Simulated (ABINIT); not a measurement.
The system is TiAl.

```
Ti Al
1.0
     2.86726    0.00000    0.00000
    -1.43363    2.48312    0.00000
     0.00000    0.00000    4.67808
Ti Al
1 1
Direct
  0.00000 0.00000 0.00000
  0.33333 0.66667 0.50000
```

The cell comes from a database or a generator and needn't be the stable form of this composition.

Base run:

```yaml
Program: ABINIT 10.8.3 (patched build)
Functional: AM05
Potentials_or_basis: JTH PAW PBE v2.0
Cutoff: 490 eV
k_mesh: 11 × 11 × 6
Occupations: fermi-dirac, width 0.05 eV
Spin: no spin polarisation
```

Its results: band gap on the k mesh none (metal or under the smearing width); pressure -2.7 GPa.

Q: After a change of settings the same cell gave: band gap on the k mesh none (metal or under the smearing width); pressure -5.5 GPa. Which change was it?
A. functional from AM05 to LDA
B. functional from AM05 to r2SCAN
C. functional from AM05 to SCAN
D. functional from AM05 to BLYP

A: A.

LDA binds more tightly than AM05, so the same cell stands under less pressure.

Caveats: the PAW data sets were made with another functional, which shifts forces and pressure a little.
